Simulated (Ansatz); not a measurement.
**What SrAgCl3 in R-3c, a phase reached by a soft mode distorts into**

Aim: this structure of SrAgCl3 in R-3c, a phase reached by a soft mode is to be tested for unstable modes, and one is followed downhill.

Program: Ansatz 0.2.0. Level of theory: DFT PBEsol, scalar-relativistic, plane waves, PAW; PAW set soft_1. Results are calculated unless marked as measured.

The structure was built from a prototype and need not be the compound's stable phase.

**1. Starting point**

Symmetry: R-3c, No. 167, trigonal system. The conventional cell has a = 7.160 Å, b = 7.160 Å, c = 19.605 Å, α = 90.00°, β = 90.00°, γ = 120.00°. Nearest to Ag lie 3 Cl at 2.46 Å. Nearest to Sr lie 6 Cl at 2.86 Å. Nearest to Cl lie 1 Ag at 2.46 Å and 2 Sr at 2.86 Å. Farther neighbours and most contacts between anions are not listed.

As a file:

```cif
data_structure
_symmetry_space_group_name_H-M 'P 1'
_symmetry_Int_Tables_number 1
_cell_length_a 7.7327
_cell_length_b 7.7327
_cell_length_c 7.7327
_cell_angle_alpha 55.159
_cell_angle_beta 55.159
_cell_angle_gamma 55.159
_cell_volume 290.15
loop_
_atom_site_label
_atom_site_type_symbol
_atom_site_fract_x
_atom_site_fract_y
_atom_site_fract_z
_atom_site_occupancy
Ag1 Ag 0.75000 0.75000 0.75000 1
Ag2 Ag 0.25000 0.25000 0.25000 1
Sr3 Sr 0.50000 0.50000 0.50000 1
Sr4 Sr 0.00000 0.00000 0.00000 1
Cl5 Cl 0.40578 0.75000 0.09422 1
Cl6 Cl 0.59422 0.25000 0.90578 1
Cl7 Cl 0.90578 0.59422 0.25000 1
Cl8 Cl 0.09422 0.40578 0.75000 1
Cl9 Cl 0.25000 0.90578 0.59422 1
Cl10 Cl 0.75000 0.09422 0.40578 1
```

**2. Zone-centre response**

This phase was reached earlier by freezing in an unstable mode of a structure of higher symmetry and relaxing. Its zone-centre modes can show that it is still unstable.

input.yaml reads:

```yaml
crystal:
  lattice:
    - [3.5801041454, 2.0669740921, 6.5349735141]
    - [-3.5801041454, 2.0669740921, 6.5349735141]
    - [0.0, -4.1339481842, 6.5349735141]
  atoms:
    - { symbol: Ag, position: [0.75, 0.75, 0.75] }
    - { symbol: Ag, position: [0.25, 0.25, 0.25] }
    - { symbol: Sr, position: [0.5, 0.5, 0.5] }
    - { symbol: Sr, position: [0.0, 0.0, 0.0] }
    - { symbol: Cl, position: [0.4057789869, 0.75, 0.0942210131] }
    - { symbol: Cl, position: [0.5942210131, 0.25, 0.9057789869] }
    - { symbol: Cl, position: [0.9057789869, 0.5942210131, 0.25] }
    - { symbol: Cl, position: [0.0942210131, 0.4057789869, 0.75] }
    - { symbol: Cl, position: [0.25, 0.9057789869, 0.5942210131] }
    - { symbol: Cl, position: [0.75, 0.0942210131, 0.4057789869] }
kpoints:
  mp_grid: { grid: [6, 6, 6] }
hamiltonian:
  xc: pbesol
  pseudopotentials: { kind: paw, azcp: { folder: soft_1 }, xc_functional: pbe }
scf:
  occupations: { method: fixed }
output:
  eigenvalues: true
phonons:
  method: dfpt
  dielectric: true
  rigid_motions: translations
```

Run with:

```
ansatz run input.yaml --threads 4 --pin off --max-ram 16384MiB --backend cpu --events-out ev --progress --plain --runs-dir out
```

Numbers of over 12 decimals in the logs are rounded to 6 here.

What it wrote:

```text
Engine: ansatz 0.2.0, aarch64-unknown-linux-gnu
Pseudopotentials: kind: paw
Pseudopotential: Ag, paw, valence charge 19, recommended cutoff 420 eV (normal), soft_1/Ag.paw.azcp
Pseudopotential: Sr, paw, valence charge 10, recommended cutoff 420 eV (normal), soft_1/Sr.paw.azcp
Pseudopotential: Cl, paw, valence charge 7, recommended cutoff 420 eV (normal), soft_1/Cl.paw.azcp
Functional definition: PBEsol
  exchange = pbesol_x
  correlation = pbesol_c
Crystal: 10 atoms, lattice volume = 290.152 Å³
Basis set: ecut = 420 eV, 5631 PW (Γ), exchange–correlation on 108×108×108 points (8 copies of the dense FFT grid, shifted against one another)
Bands: 60, of which v1, the nominal top of the filled ones, is band 50 counted from 1 (49 counted from 0)
Symmetry: 12 space group operations
k-points: 112 of 216 (irreducible under 1 space group operation, time reversal used)
Non-local potential: Ag, projectors of the file, l = 0: 3, l = 1: 2, l = 2: 2, l = 3: 1
Non-local potential: Sr, projectors of the file, l = 0: 3, l = 1: 2, l = 2: 2
Non-local potential: Cl, projectors of the file, l = 0: 2, l = 1: 2, l = 2: 1
PAW form: soft (Blöchl's): semilocal exchange-correlation on the pseudo side does not see the compensation charge
PAW frozen core: Ag, regenerated for the run's functional, and the local potential with it (the file was generated under x = pbe(κ = 0.804, μ = 0.219515), c = pbe(β = 0.066725))
PAW frozen core: Sr, regenerated for the run's functional, and the local potential with it (the file was generated under x = pbe(κ = 0.804, μ = 0.219515), c = pbe(β = 0.066725))
PAW frozen core: Cl, regenerated for the run's functional, and the local potential with it (the file was generated under x = pbe(κ = 0.804, μ = 0.219515), c = pbe(β = 0.066725))
PAW one-centre angular grid: Ag, 590 points (default); XC on 64 Gauss nodes
PAW one-centre angular grid: Sr, 110 points (default); XC on 64 Gauss nodes
PAW one-centre angular grid: Cl, 110 points (default); XC on 64 Gauss nodes
Initial density: superposition of atomic densities (chi_scale 0.1, normalization cell, long waves kept (reshape's long-wave potential 0.00 eV rms))
Initial wavefunctions: pseudopotential atomic-orbital guess
Functional: x = pbesol(κ = 0.804, μ = 0.123457), c = pbesol(β = 0.046)
SCF iter   1: F=—  HF=-28413.769321 eV  |F-HF|=—  |Δ(HF+E_count)|=         —  Δρ=4.76e-2  dr2=1.05e1  ethr=3.10e-3  ⟨swp⟩=7.4  Hψ=33757  notcnv=0  defer=767
preconditioner: auto → Resta (q_TF=auto, 2.284 Å⁻¹)  ε∞=4.1  [insulator: Δε(μ)=3.241 eV  Ē_g=11.141 eV  n_scr=58 (ndim 8)  ℏωp=19.5 eV  f_vac=0.000  ε∞_Penn≈4.1]
SCF iter   2: F=—  HF=-28410.475549 eV  |F-HF|=—  |Δ(HF+E_count)|=    3.29e0  Δρ=1.59e-2  dr2=1.56e0  ethr=3.10e-3  ⟨swp⟩=4.4  Hψ=15647  notcnv=0  defer=863
SCF iter   3: F=—  HF=-28409.970460 eV  |F-HF|=—  |Δ(HF+E_count)|=   5.05e-1  Δρ=6.51e-3  dr2=2.82e-1  ethr=1.56e-3  ⟨swp⟩=3.9  Hψ=12306  notcnv=0  defer=884
SCF iter   4: F=—  HF=-28409.896918 eV  |F-HF|=—  |Δ(HF+E_count)|=   7.35e-2  Δρ=3.27e-3  dr2=3.76e-2  ethr=2.82e-4  ⟨swp⟩=3.8  Hψ=13805  notcnv=0  defer=895
SCF iter   5: F=—  HF=-28409.898311 eV  |F-HF|=—  |Δ(HF+E_count)|=   1.39e-3  Δρ=9.57e-4  dr2=3.11e-3  ethr=3.76e-5  ⟨swp⟩=3.9  Hψ=12645  notcnv=0  defer=896
SCF iter   6: F=—  HF=-28409.900421 eV  |F-HF|=—  |Δ(HF+E_count)|=   2.11e-3  Δρ=2.16e-4  dr2=1.63e-4  ethr=3.11e-6  ⟨swp⟩=2.3  Hψ=9880  notcnv=0  defer=896
SCF iter   7: F=—  HF=-28409.900756 eV  |F-HF|=—  |Δ(HF+E_count)|=   3.35e-4  Δρ=4.74e-5  dr2=6.90e-6  ethr=1.63e-7  ⟨swp⟩=2.0  Hψ=11128  notcnv=0  defer=896
SCF iter   8: F=—  HF=-28409.900602 eV  |F-HF|=—  |Δ(HF+E_count)|=   1.54e-4  Δρ=8.92e-6  dr2=2.22e-7  ethr=6.90e-9  ⟨swp⟩=2.1  Hψ=10362  notcnv=0  defer=896
SCF iter   9: F=—  HF=-28409.900602 eV  |F-HF|=—  |Δ(HF+E_count)|=   3.70e-7  Δρ=1.81e-6  dr2=1.39e-8  ethr=2.22e-10  ⟨swp⟩=2.0  Hψ=11169  notcnv=0  defer=896
SCF iter  10: F=—  HF=-28409.900602 eV  |F-HF|=—  |Δ(HF+E_count)|=   1.86e-8  Δρ=4.28e-7  dr2=8.44e-10  ethr=1.39e-11  ⟨swp⟩=2.0  Hψ=10960  notcnv=0  defer=896
SCF iter  11: F=-28409.900602 eV  HF=-28409.900602 eV  |F-HF|=3.64e-11  |Δ(HF+E_count)|=   1.18e-9  Δρ=1.19e-7  dr2=5.79e-11  ethr=1.00e-12  ⟨swp⟩=22.0  Hψ=62409  notcnv=0
SCF 1 converged in 11 iterations: F = -28409.900602 eV  dr2 = 5.79e-11
  greatest PAW one-centre occupation: 1.001 electrons in one spin orbital (limit 2), on the Ag atom at site 1 (counted from 0), in its partial waves of l = 0
NSCF: frozen V_eff on 6 k-points
DFPT response loops at Γ: preconditioner auto → Resta (q_TF=auto, 2.284 Å⁻¹)  ε∞=4.3 (no band partly filled); β = 1.00, the filter's whole step (`scf.mixing.beta` (0.50) is not read by the response loops at its default; to damp them type it under 1.00, their step now; it binds the ground state too); Broyden in place of MSR1
SCF converged after 11 iterations
Free energy (F): -28409.900602 eV
Harris-Foulkes:  -28409.900602 eV  (|F-HF|=3.64e-11)
Internal energy: -28409.900602 eV  (E = F + TS)
E sigma→0 (E₀):  -28409.900602 eV
Fermi energy:    3.289132 eV
--- Per-component energies (eV) ---
  E_band       = -1233.859245
  E_kinetic    = 2319.755352
  E_local      = -10521.397446  (includes V_loc(G=0)·N_el)
  E_nonlocal   = 732.467543
  E_hartree    = 4376.467398
  E_xc         = -1298.685776
  E_vxc        = -1404.175605  (∫ρ·V_xc dr)
  E_paw        = -16911.376987  (= ΣΔE_a)
  E_vpaw       = -1113.445034  (= ΣTr[D̂ρ^β])
  E_aug_tail   = 0.001369  (compensation charges beyond the density's cutoff)
  E_ewald      = -7108.516826
  E_core_change = 1.384769  (= ΣΔE_core)
  E_smearing   = -0.000000  (= −TS)
  E_closure    = 0.000000  (closes the sum)
  Σ components = -28409.900602   (vs F -28409.900602, Δ=0.00e0)
--- Band table (eV; the first three rows and the last of 112) ---
  k-point 0: bands = [... 46 lower, 3.2785, 3.2785, 3.2891, 3.2891, 6.6039, 8.3237, 9.1776, 9.1776, ... 6 higher]
  k-point 1: bands = [... 46 lower, 3.1832, 3.2216, 3.2500, 3.2706, 6.8693, 8.3098, 9.0478, 9.2426, ... 6 higher]
  k-point 2: bands = [... 46 lower, 3.0594, 3.0897, 3.1984, 3.2483, 7.4484, 8.2495, 9.0582, 9.2059, ... 6 higher]
  k-point 111: bands = [... 46 lower, 3.2351, 3.2351, 3.2351, 3.2351, 7.7255, 7.7255, 9.1678, 9.1678, ... 6 higher]
--- Phonons (Γ-DFPT): 6 representative perturbations + reference, on 112 of 216 k-points (Σ response iterations 22) ---
  k mesh reduced under 1 symmetry operation, with k and −k counted as one. Each operation leaves every solved perturbation unchanged. A smaller set is not considered because the run solves the response to a homogeneous field
  ASR residual: 3.315e-4 → 0.000e0 eV/Å²; symmetrization residual: 1.606e-5 eV/Å²
  ASR residual per site (eV/Å²): 3.45e-5 3.45e-5 3.31e-4 3.31e-4 2.86e-5 2.86e-5 3.73e-5 3.73e-5 2.86e-5 2.86e-5
  Γ frequencies (cm⁻¹): -18.35 -18.35 0.00 0.00 0.00 6.90 17.87 36.84 36.84 45.91 49.44 49.44 60.66 60.66 78.88 128.68 133.31 133.31 181.21 181.21 194.31 194.31 199.55 215.78 216.19 216.19 217.33 220.90 220.90 224.82
  ε∞ (high-frequency dielectric tensor):
        3.217194     0.000000    -0.000000
        0.000000     3.217194     0.000000
       -0.000000     0.000000     2.798600
  softest optical mode at Γ: -18.35 cm⁻¹; the repairs (sum rule, projections) moved no ω² at Γ by more than (2.18 cm⁻¹)²
  Born effective charges Z* (e; rows j = field, columns β = displacement):
    site 0:
         1.21810    0.00000   -0.00000
         0.00000    1.21810    0.00000
        -0.00000    0.00000    0.56332
    site 1:
         1.21810    0.00000   -0.00000
         0.00000    1.21810    0.00000
        -0.00000    0.00000    0.56332
    site 2:
         2.55072    0.19229   -0.00000
        -0.19229    2.55072    0.00000
        -0.00000    0.00000    2.43915
    site 3:
         2.55072   -0.19229   -0.00000
         0.19229    2.55072    0.00000
        -0.00000    0.00000    2.43915
    site 4:
        -1.25727    0.00173   -0.36650
         0.00173   -1.25528    0.21160
        -0.34801    0.20092   -1.00082
    site 5:
        -1.25727    0.00173   -0.36650
         0.00173   -1.25528    0.21160
        -0.34801    0.20092   -1.00082
    site 6:
        -1.25428    0.00000   -0.00000
         0.00000   -1.25827   -0.42320
        -0.00000   -0.40184   -1.00082
    site 7:
        -1.25428    0.00000   -0.00000
         0.00000   -1.25827   -0.42320
        -0.00000   -0.40184   -1.00082
    site 8:
        -1.25727   -0.00173    0.36650
        -0.00173   -1.25528    0.21160
         0.34801    0.20092   -1.00082
    site 9:
        -1.25727   -0.00173    0.36650
        -0.00173   -1.25528    0.21160
         0.34801    0.20092   -1.00082
  Z* charge neutrality: 6.556e-5 e pre-enforcement
  k-mesh period / interband length: 43.0 Å / 1.51 Å = 28.42 at k = (0.0000, 0.0000, 0.0000), direct gap 3.315 eV — 14 or more, which is no proof of convergence
  optical modes at Γ without the LO–TO term, one row a degenerate level:
      ω (cm⁻¹)  modes    IR ((D/Å)²/amu)
        -18.35      2             1.1264
          6.90      1             0.0000
         17.87      1             1.2431
         36.84      2             0.0000
         45.91      1             0.4689
         49.44      2             0.2853
         60.66      2             0.0000
[...]
optical modes at Γ + LO–TO along q̂ = [1.0000, 0.0000, 0.0000]:
      ω (cm⁻¹)  modes    IR ((D/Å)²/amu)
[...]
optical modes at Γ + LO–TO along q̂ = [0.0000, 1.0000, 0.0000]:
      ω (cm⁻¹)  modes    IR ((D/Å)²/amu)
[...]
optical modes at Γ + LO–TO along q̂ = [0.0000, 0.0000, 1.0000]:
      ω (cm⁻¹)  modes    IR ((D/Å)²/amu)
[...]
64.51      1             0.7244
         78.88      1             0.0000
        128.68      1             0.0000
        133.31      2             0.6051
        181.21      2             0.0000
        194.31      2            18.9664
        215.78      1             0.0000
        216.19      2             0.0000
        217.33      1             0.0000
        220.90      2             0.2023
        224.82      1             0.0000
        239.22      1             7.0134
```

Elapsed: 17 min, on 4 threads of Arm Neoverse V1, shared host; peak memory 7.1 GiB; 65 min of CPU time.

In the SCF lines HF is the Harris–Foulkes energy and dr2 the Hartree energy of the density residual, in eV; the loop may stop once dr2 is under the threshold and the program's other checks hold. Hψ counts applications of the Hamiltonian.

This step gave:

| Quantity | Value |
| --- | --- |
| gap on the k-mesh | 3.315 eV |
| volume per atom | 29.02 Å³ |
| sum-rule residual before enforcement | 3.31e-4 eV/Å² |
| miss of the charge sum rule | 6.56e-5 e |
| point group | -3m |
| highest optical mode at the zone centre (no LO-TO term) | 224.8 cm⁻¹ |
| lowest optical zone-centre mode | -18.35 cm⁻¹ |
| mean high-frequency dielectric constant | 3.078 |
| largest Born charge (third of the trace) | 2.514 e |
| top of the zone-centre spectrum with the field | 246.7 cm⁻¹ |

Without the LO-TO term. Patterns of degenerate modes are one choice out of their space. The modes at Γ (shares of kinetic energy by element, %) (negative means imaginary):

| mode | frequency (cm⁻¹) | symmetry | Ag % | Sr % | Cl % |
| --- | --- | --- | --- | --- | --- |
| 1 | -18.4 | Eu | 10 | 1 | 89 |
| 2 | -18.4 | Eu | 10 | 1 | 89 |
| 3 | 0.0 | acoustic | 36 | 29 | 35 |
| 4 | 0.0 | acoustic | 36 | 29 | 35 |
| 5 | 0.0 | acoustic | 36 | 29 | 35 |
| 6 | 6.9 | A2g | 91 | 0 | 9 |
| 7 | 17.9 | A2u | 35 | 0 | 64 |
| 8 | 36.8 | Eg | 18 | 0 | 82 |
| 9 | 36.8 | Eg | 18 | 0 | 82 |
| 10 | 45.9 | A2u | 29 | 44 | 27 |
| 11 | 49.4 | Eu | 23 | 52 | 25 |
| 12 | 49.4 | Eu | 23 | 52 | 25 |
| 13 | 60.7 | Eg | 63 | 0 | 37 |
| 14 | 60.7 | Eg | 63 | 0 | 37 |
| 15 | 78.9 | A2g | 9 | 0 | 91 |
| 16 | 128.7 | A1u | 0 | 93 | 7 |
| 17 | 133.3 | Eu | 12 | 88 | 0 |
| 18 | 133.3 | Eu | 12 | 88 | 0 |
| 19 | 181.2 | Eg | 1 | 0 | 99 |
| 20 | 181.2 | Eg | 1 | 0 | 99 |
| 21 | 194.3 | Eu | 7 | 23 | 70 |
| 22 | 194.3 | Eu | 7 | 23 | 70 |
| 23 | 199.6 | A2u | 0 | 27 | 73 |
| 24 | 215.8 | A2g | 0 | 0 | 100 |
| 25 | 216.2 | Eg | 18 | 0 | 82 |
| 26 | 216.2 | Eg | 18 | 0 | 82 |
| 27 | 217.3 | A1g | 0 | 0 | 100 |
| 28 | 220.9 | Eu | 12 | 7 | 81 |
| 29 | 220.9 | Eu | 12 | 7 | 81 |
| 30 | 224.8 | A1u | 0 | 7 | 93 |

Displacements in mode 1 (-18.4 cm⁻¹), the largest set to 1:
```
Ag1 -0.06  0.31  0.00
Ag2 -0.06  0.31  0.00
Sr3 -0.10  0.01  0.00
Sr4  0.09  0.05  0.00
Cl5  0.55 -0.18 -0.68
Cl6  0.55 -0.18 -0.68
Cl7 -0.03 -0.84  1.00
Cl8 -0.03 -0.84  1.00
Cl9 -0.31  0.00 -0.32
Cl10-0.31  0.00 -0.32
```

Displacements in mode 24 (215.8 cm⁻¹), the largest set to 1:
```
Ag1  0.00  0.00  0.02
Ag2  0.00  0.00 -0.02
Sr3  0.00  0.00  0.00
Sr4  0.00  0.00  0.00
Cl5 -0.87  0.50 -0.88
Cl6  0.87 -0.50  0.88
Cl7  0.00  1.00  0.88
Cl8  0.00 -1.00 -0.88
Cl9 -0.87 -0.50  0.88
Cl10 0.87  0.50 -0.88
```

Before it was imposed, the acoustic sum rule was missed by 3.3e-4 eV/Å² and the charge sum rule by 6.6e-5 e. Small misses are needed for a sound result but don't prove that mesh and cutoff are converged. The lowest optical mode is imaginary, 18.4i cm⁻¹, so the energy falls along it.

**3. The mode frozen in, largest atomic shift 0 Å**

The mode followed lies at Γ with frequency 18.4i cm⁻¹ and is 2-fold degenerate, the softest among the wavevectors solved. At small amplitude the distorted cell has space group no. 5 by a symmetry search on the positions. The undistorted cell that holds it gives the zero of energy on the same k mesh.

input.yaml, as its differences from that of step 2:

```diff
@@ -22,8 +22,6 @@
 scf:
-  occupations: { method: fixed }
+  occupations: { method: gaussian, width: 0.02 }
 output:
+  forces: true
+  stress: true
   eigenvalues: true
-phonons:
-  method: dfpt
-  dielectric: true
-  rigid_motions: translations
```

What it wrote:

```text
[...]
Crystal: 10 atoms, lattice volume = 290.152 Å³
Basis set: ecut = 420 eV, 5631 PW (Γ), exchange–correlation on 108×108×108 points (8 copies of the dense FFT grid, shifted against one another)
Bands: 60, of which v1, the nominal top of the filled ones, is band 50 counted from 1 (49 counted from 0)
Symmetry: 12 space group operations
[...]
k-points: 32 of 216
[...]
k-point 0: bands = [... 46 lower, 3.2785, 3.2785, 3.2891, 3.2891, 6.6039, 8.3237, 9.1775, 9.1775, ... 5 higher]
  k-point 1: bands = [... 46 lower, 3.1831, 3.2216, 3.2500, 3.2706, 6.8693, 8.3098, 9.0478, 9.2426, ... 5 higher]
  k-point 2: bands = [... 46 lower, 3.0594, 3.0897, 3.1984, 3.2483, 7.4484, 8.2495, 9.0581, 9.2059, ... 5 higher]
  k-point 31: bands = [... 46 lower, 3.2351, 3.2351, 3.2351, 3.2351, 7.7255, 7.7255, 9.1678, 9.1678, ... 5 higher]
[key lines of the parts left out:]
SCF converged after 9 iterations
Free energy (F): -28409.900602 eV
Fermi energy:    4.946557 eV
P = ⅓ Tr σ = -0.0021 GPa (-0.021 kbar)
```

It took 9.9 s on 4 threads; peak memory 0.94 GiB; 37 s of CPU time.

This step gave:

- pressure: -0.002138 GPa
- energy from the undistorted cell: 0 meV/atom

At this level the gap is 3.31 eV on the k-mesh of the self-consistent run, which can miss the band edges.

**4. The mode frozen in, largest atomic shift 0.22 Å**

The atoms are moved along the unstable eigenvector, the largest shift by 0.22 Å, with the cell fixed.

input.yaml, the sections that differ from step 3:

```yaml
crystal:
  lattice:
    - [3.5801041454, 2.0669740921, 6.5349735141]
    - [-3.5801041454, 2.0669740921, 6.5349735141]
    - [0.0, -4.1339481842, 6.5349735141]
  atoms:
    - { symbol: Ag, position: [0.7416326709, 0.75, 0.7583673291] }
    - { symbol: Ag, position: [0.2416326709, 0.25, 0.2583673291] }
    - { symbol: Sr, position: [0.5005893186, 0.4970991511, 0.5023115303] }
    - { symbol: Sr, position: [-0.0023115303, 0.0029008489, -0.0005893186] }
    - { symbol: Cl, position: [0.4014034864, 0.75, 0.0985965136] }
    - { symbol: Cl, position: [0.5898455126, 0.25, 0.9101544874] }
    - { symbol: Cl, position: [0.9064062158, 0.5992237424, 0.218663045] }
    - { symbol: Cl, position: [0.094848242, 0.4107817162, 0.718663045] }
    - { symbol: Cl, position: [0.281336955, 0.9007762576, 0.5935937842] }
    - { symbol: Cl, position: [0.781336955, 0.0892182838, 0.405151758] }
# kpoints, hamiltonian, scf, output: as in step 3
```

What it wrote:

```text
[...]
Crystal: 10 atoms, lattice volume = 290.152 Å³
Basis set: ecut = 420 eV, 5631 PW (Γ), exchange–correlation on 108×108×108 points (8 copies of the dense FFT grid, shifted against one another)
Bands: 60, of which v1, the nominal top of the filled ones, is band 50 counted from 1 (49 counted from 0)
Symmetry: 2 space group operations
[...]
k-point 0: bands = [... 46 lower, 3.2161, 3.2398, 3.3102, 3.3303, 6.5942, 8.3295, 9.1716, 9.1882, ... 5 higher]
  k-point 1: bands = [... 46 lower, 3.1393, 3.1770, 3.2756, 3.3102, 6.8582, 8.3189, 9.0441, 9.2129, ... 5 higher]
  k-point 2: bands = [... 46 lower, 2.9941, 3.0774, 3.2345, 3.2987, 7.4379, 8.2523, 9.0350, 9.1372, ... 5 higher]
  k-point 67: bands = [... 46 lower, 3.1765, 3.2015, 3.2608, 3.2814, 7.7239, 7.7272, 9.1016, 9.1187, ... 5 higher]
[key lines of the parts left out:]
SCF converged after 9 iterations
Free energy (F): -28409.902804 eV
Fermi energy:    4.962238 eV
P = ⅓ Tr σ = -0.2018 GPa (-2.018 kbar)
```

It took 38 s on 4 threads; peak memory 1.2 GiB; 2.5 min of CPU time.

Numbers from this step:

```yaml
pressure: -0.2018 GPa
gap_on_the_k_mesh: 3.264 eV
energy_from_the_undistorted_cell: -0.22 meV/atom
```

The energy, extrapolated to zero smearing, is -0.22 meV/atom against the undistorted cell.

The run ends at a pressure of -0.20 GPa, with forces up to 0.064 eV/Å.

**5. Energy along the mode, all amplitudes (two of the runs are shown above)**

An imaginary frequency means negative curvature, so the energy should fall and then rise again as anharmonic terms take over.

Numbers from this step:

| Item | Value |
| --- | --- |
| depth at the lowest point sampled | 0.22 meV/atom |
| largest atomic shift at that point | 0.22 Å |

The energy from the parent by largest atomic shift:

| largest atomic shift (Å) | energy from the parent (meV/atom) |
| --- | --- |
| 0.000 | 0 |
| 0.040 | -0.016 |
| 0.080 | -0.059 |
| 0.140 | -0.151 |
| 0.220 | -0.22 |
| 0.320 | 0.114 |
| 0.450 | 2.17 |
| 0.600 | 8.48 |

Displacement at unit largest shift by atom:

| atom | x (Å) | y (Å) | z (Å) | size |
| --- | --- | --- | --- | --- |
| Ag1 | -0.14 | -0.24 | 0.00 | 0.27 |
| Ag2 | -0.14 | -0.24 | 0.00 | 0.27 |
| Sr3 | 0.06 | -0.07 | 0.00 | 0.09 |
| Sr4 | -0.09 | 0.02 | 0.00 | 0.09 |
| Cl5 | -0.07 | -0.12 | 0.00 | 0.14 |
| Cl6 | -0.07 | -0.12 | 0.00 | 0.14 |
| Cl7 | -0.07 | 0.64 | -0.76 | 1.00 |
| Cl8 | -0.07 | 0.64 | -0.76 | 1.00 |
| Cl9 | 0.59 | 0.26 | 0.76 | 1.00 |
| Cl10 | 0.59 | 0.26 | 0.76 | 1.00 |

The lowest of the steps tried is at 0.22 Å, 0.22 meV/atom below the parent; the bottom of the well need not coincide with a step.

(Continued in part 2 of 3.)

[Logs are printed without paths, hosts, clocks, repeated set-up lines and the standing remarks that a program may print on its own settings, such as how far it seeks lower states.]

[Hosts, paths, dates, database ids (printed as entryN), source tags and the programs' standing remarks are cut or masked in the printed files.]
